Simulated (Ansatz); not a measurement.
# CsCl: the cost of one run

Method: DFT PBE, scalar-relativistic, plane waves, PAW, in Ansatz 0.2.0.

4 further runs of the same task are left out: 4 set aside as unsound or not needed.

### Step 1. The structure to begin with

It takes space group Pm-3m (No. 221, cubic). The conventional cell has a = 4.206 Å, b = 4.206 Å, c = 4.206 Å, α = 90.00°, β = 90.00°, γ = 90.00°. Around Cs (site symmetry m-3m) lie 8 Cl at 3.64 Å. Around Cl (site symmetry m-3m) lie 8 Cs at 3.64 Å.

As a file:

```
Cs Cl
1.0
     4.20565    0.00000    0.00000
     0.00000    4.20565    0.00000
     0.00000    0.00000    4.20565
Cs Cl
1 1
Direct
  0.00000 0.00000 0.00000
  0.50000 0.50000 0.50000
```

This cell was relaxed beforehand with the same method: volume 37.19 Å³/atom, gap on the mesh 5.01 eV.

### Step 2. The cell under 1 GPa

At a set pressure the run lowers the enthalpy E + PV, so the energy alone may rise along the way.

File input.yaml:

```yaml
crystal:
  lattice:
    - [4.2056484485, 0.0, 0.0]
    - [0.0, 4.2056484485, 0.0]
    - [0.0, 0.0, 4.2056484485]
  atoms:
    - { symbol: Cs, position: [0.0, 0.0, 0.0] }
    - { symbol: Cl, position: [0.5, 0.5, 0.5] }
basis:
  ecutwfc: 420
kpoints:
  mp_grid: { grid: [6, 6, 6] }
hamiltonian:
  xc: pbe
scf:
  occupations: { method: fixed }
output:
  forces: true
  stress: true
  eigenvalues: true
relax:
  adjacent_minimum: "off"
  f_tol: 0.001
  max_steps: 60
  cell: { stress_tol: 0.02, p_target: 1.0 }
```

Launch:

```
ansatz run input.yaml --threads 1 --pin off --max-ram 1228MiB --backend cpu --events-out ev --progress --plain --runs-dir out
```

Q: Estimate wall time and peak memory on 1 thread of an x86-64 CPU, shared host.

About 6.1 s, with a peak of 0.46 GiB.
